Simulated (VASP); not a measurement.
# Nb (Fm-3m) in VASP: settings compared, part 2 of 2

VASP 6.6.1.

### Step 4. Relaxation of cell and atoms, RPBE

The input, INCAR:

```
PREC     = Accurate       # precision mode
ENCUT    = 600            # plane-wave cutoff, eV
EDIFF    = 1E-7           # SCF threshold, eV
ISMEAR   = 0              # smearing method
SIGMA    = 0.1            # smearing width, eV
LREAL    = F              # projectors in reciprocal space
LASPH    = T              # aspherical terms in the spheres
NELM     = 60             # most SCF steps
ALGO     = Normal         # electronic algorithm
ISIF     = 3              # what is computed and relaxed
LWAVE    = F              # write WAVECAR
LCHARG   = F              # write CHGCAR
GGA      = RP             # functional
IBRION   = 2              # ionic algorithm
NSW      = 90             # ionic steps
EDIFFG   = -0.005         # ionic threshold
```

The input, KPOINTS:

```
Automatic mesh
0
Gamma
  18 18 18
```

The input, POSCAR:

```
Nb
1.0
    0.0000000000      2.0800838200      2.0800838200
    2.0800838200      0.0000000000      2.0800838200
    2.0800838200      2.0800838200      0.0000000000
Nb
1
Direct
    0.0000000000      0.0000000000      0.0000000000
```

Potentials or basis: VASP PAW PBE potentials, release 64 (Nb_sv).

Command:

```
$ cat potpaw_PBE.64/Nb_sv/POTCAR > POTCAR
$ mpirun -np 1 vasp_std > vasp.out
```

OUTCAR:

```text
PREC = Accurate
   ENCUT = 600
   EDIFF = 1E-7
   ISMEAR = 0
   LREAL = F
   LASPH = T
   NELM = 60
   ISIF = 3
   GGA = RP
   IBRION = 2
   NSW = 90
   EDIFFG = -0.005

 ion  position               nearest neighbor table
   1  0.000  0.000  0.000-

  LATTYP: Found a face centered cubic cell.
 ALAT       =     4.1601676400

  Lattice vectors:

 A1 = (   0.0000000000,   2.0800838200,   2.0800838200)
 A2 = (   2.0800838200,   0.0000000000,   2.0800838200)
 A3 = (   2.0800838200,   2.0800838200,   0.0000000000)

Analysis of symmetry for initial positions (statically):
=====================================================================
 Subroutine PRICEL returns:
 Original cell was already a primitive cell.

 Routine SETGRP: Setting up the symmetry group for a
 face centered cubic supercell.

 Subroutine GETGRP returns: Found 48 space group operations
 (whereof 48 operations were pure point group operations)
 out of a pool of 48 trial point group operations.

The static configuration has the point symmetry O_h .

Analysis of symmetry for dynamics (positions and initial velocities):
=====================================================================
 Subroutine PRICEL returns:
 Original cell was already a primitive cell.

 Routine SETGRP: Setting up the symmetry group for a
 face centered cubic supercell.

 Subroutine GETGRP returns: Found 48 space group operations
 (whereof 48 operations were pure point group operations)
 out of a pool of 48 trial point group operations.

The dynamic configuration has the point symmetry O_h .

 Subroutine INISYM returns: Found 48 space group operations
 (whereof 48 operations are pure point group operations),
 and found     1 'primitive' translations

----------------------------------------------------------------------------------------

                                     Primitive cell

[... 116 lines left out ...]
   IVDW    =     0    specifies the selected vdW correction
   LEPSILON=     F    determine dielectric tensor
   LRPA    =     F    only Hartree local field effects (RPA)
 conjugate gradient relaxation of ions
 non-spin polarized calculation
 Gauss-broadening in eV      SIGMA  =   0.10
  energy-cutoff  :      600.00
  volume of cell :       18.00
 maximum number of plane-waves:       620
   NGX = 11   NGY = 11   NGZ = 11

--------------------------------------- Ionic step        1  -------------------------------------------

 number of electron      13.0000000 magnetization

 Free energy of the ion-electron system (eV)
  ---------------------------------------------------
  ext. energy  EPLUGINS =         0.00000000
  ---------------------------------------------------
  free energy    TOTEN  =        -9.36133088 eV

  energy without entropy =       -9.35480204  energy(sigma->0) =       -9.35806646

------------------------ aborting loop because EDIFF is reached ----------------------------------------

  FORCE on cell =-STRESS in cart. coord.  units (eV):
  Direction    XX          YY          ZZ          XY          YZ          ZX
  --------------------------------------------------------------------------------------
  -------------------------------------------------------------------------------------
  Total        1.1153129      1.1153129      1.1153129      0.0000000      0.0000000      0.0000000
  in kB       99.2738343     99.2738343     99.2738343      0.0000000      0.0000000      0.0000000
  external PRESSURE =      99.2738343 kB  Pullay stress =       0.0000000 kB
[... 22 lines left out ...]
--------------------------------------- Ionic step        2  -------------------------------------------

 number of electron      13.0000001 magnetization

 E-fermi :   9.5206     XC(G=0): -11.6449

 val. band max:        9.5078534863   @ k =  -0.4444   0.2778   0.0000
 cond. band min:       9.5326398958   @ k =   0.5000   0.1667   0.0556
 fundamental gap:      0.0247864095
 Fermi energy:         9.5206438658

 k-point     1 :       0.0000    0.0000    0.0000
  band No.  band energies     occupation
      1     -45.4721      2.00000
      2     -21.0353      2.00000
      3     -21.0353      2.00000
      4     -21.0353      2.00000
      5       3.6131      2.00000
      6       9.6736      0.03053
      7       9.6736      0.03053
      8       9.6736      0.03053
      9      11.8808      0.00000
     10      11.8808      0.00000
[... 368 lines left out ...]
--------------------------------------- Ionic step        4  -------------------------------------------

 number of electron      13.0000001 magnetization

 Free energy of the ion-electron system (eV)
  ---------------------------------------------------
  ext. energy  EPLUGINS =         0.00000000
  ---------------------------------------------------
  free energy    TOTEN  =        -9.39245376 eV

  energy without entropy =       -9.38566602  energy(sigma->0) =       -9.38905989

 E-fermi :  10.8428     XC(G=0): -12.1480

 val. band max:       10.8294026459   @ k =  -0.2778   0.1111   0.0000
 cond. band min:      10.8506149474   @ k =  -0.3889   0.2222   0.0556
 fundamental gap:      0.0212123015
 Fermi energy:        10.8428304478

 k-point     1 :       0.0000    0.0000    0.0000
  band No.  band energies     occupation
      1     -44.0044      2.00000
      2     -19.4204      2.00000
      3     -19.4204      2.00000
      4     -19.4204      2.00000
      5       4.6550      2.00000
      6      10.9494      0.13169
      7      10.9494      0.13169
      8      10.9494      0.13169
      9      13.4928      0.00000
     10      13.4928      0.00000
[... 327 lines left out ...]
  FREE ENERGIE OF THE ION-ELECTRON SYSTEM (eV)
  ---------------------------------------------------
  free  energy   TOTEN  =        -9.3924537596 eV

  energy  without entropy=       -9.3856660151  energy(sigma->0) =       -9.38905989

 reached required accuracy - stopping structural energy minimisation
```

OSZICAR:

```text
N       E                     dE             d eps       ncg     rms          rms(c)
DAV:   1     0.131506118815E+03    0.13151E+03   -0.81057E+03  3900   0.145E+03
DAV:   2    -0.386797128758E+01   -0.13537E+03   -0.13245E+03  4124   0.479E+02
DAV:   3    -0.941577223132E+01   -0.55478E+01   -0.53236E+01  5802   0.832E+01
[... 41 lines left out ...]
DAV:   3    -0.939243141945E+01    0.32874E-04   -0.26147E-04  5956   0.179E-01    0.215E-02
DAV:   4    -0.939244147595E+01   -0.10056E-04   -0.83164E-06  4880   0.302E-02    0.123E-02
DAV:   5    -0.939245274880E+01   -0.11273E-04   -0.22268E-05  6492   0.318E-02    0.623E-03
DAV:   6    -0.939245343353E+01   -0.68473E-06   -0.46667E-07  3964   0.955E-03    0.191E-03
DAV:   7    -0.939245376712E+01   -0.33360E-06   -0.86586E-08  2376   0.431E-03    0.231E-04
DAV:   8    -0.939245375959E+01    0.75311E-08   -0.17837E-08  2026   0.264E-03
   4 F= -.93924538E+01 E0= -.93890599E+01  d E =-.311229E-01
```

Run time: 2.1 min. Hardware: 1 thread of Intel Xeon Platinum 8259CL at 2.50GHz (Skylake/Cascade Lake), shared host; peak memory 0.17 GiB.

What came out:

| Item | Value |
| --- | --- |
| Free energy | -9.3925 eV |
| Relaxed volume | 19.05 Å³/atom |
| Relaxed cell | a = 2.998 Å, b = 2.998 Å, c = 2.998 Å, α = 60.00°, β = 60.00°, γ = 60.00° |
| Space group after relaxing (to 0.05 Å) | Fm-3m (No. 225) |
| Energy gained by relaxing | 31.1 meV/atom |
| Ionic steps | 4 |
| Pressure after relaxing | 0.0 GPa |
| Band gap on the k mesh | none (metal or under the smearing width) |

The path:
```csv
step,energy change (eV),largest force (eV/Å),pressure (GPa),volume (Å³)
1,0.0000,0.0000,9.93,18.00
2,0.0581,0.0000,-13.10,21.06
3,-0.0311,0.0000,-0.26,19.08
4,-0.0311,0.0000,-0.01,19.05
```

Final structure:
```cif
data_structure
_symmetry_space_group_name_H-M 'P 1'
_symmetry_Int_Tables_number 1
_cell_length_a 2.9980
_cell_length_b 2.9980
_cell_length_c 2.9980
_cell_angle_alpha 60.000
_cell_angle_beta 60.000
_cell_angle_gamma 60.000
_cell_volume 19.05
loop_
_atom_site_label
_atom_site_type_symbol
_atom_site_fract_x
_atom_site_fract_y
_atom_site_fract_z
_atom_site_occupancy
Nb1 Nb 0.00000 0.00000 0.00000 1
```

Caveat: the PAW data sets were made with another functional, which shifts forces and pressure a little.

### Step 5. Summary

```csv
task,level,potentials or basis,cell,cutoff (eV),gap on the mesh (eV),pressure (GPa),relaxed volume (Å³/atom)
single point,PBEsol,"VASP PAW PBE potentials, release 64 (Nb_sv)",as given,520,none,1.0,-
relaxation of cell and atoms,PBEsol,"VASP PAW PBE potentials, release 64 (Nb_pv)",relaxed,580,none,0.0,18.35
relaxation of cell and atoms,RPBE,"VASP PAW PBE potentials, release 64 (Nb_sv)",relaxed,600,none,0.0,19.05
```

Alike in all rows: no spin polarisation; k mesh 18 × 18 × 18; smearing gaussian 0.1 eV.

Caveats: the PAW data sets were made with another functional, which shifts forces and pressure a little.

Total energies depend on the potentials used, so only differences within one code and one set of settings carry meaning.
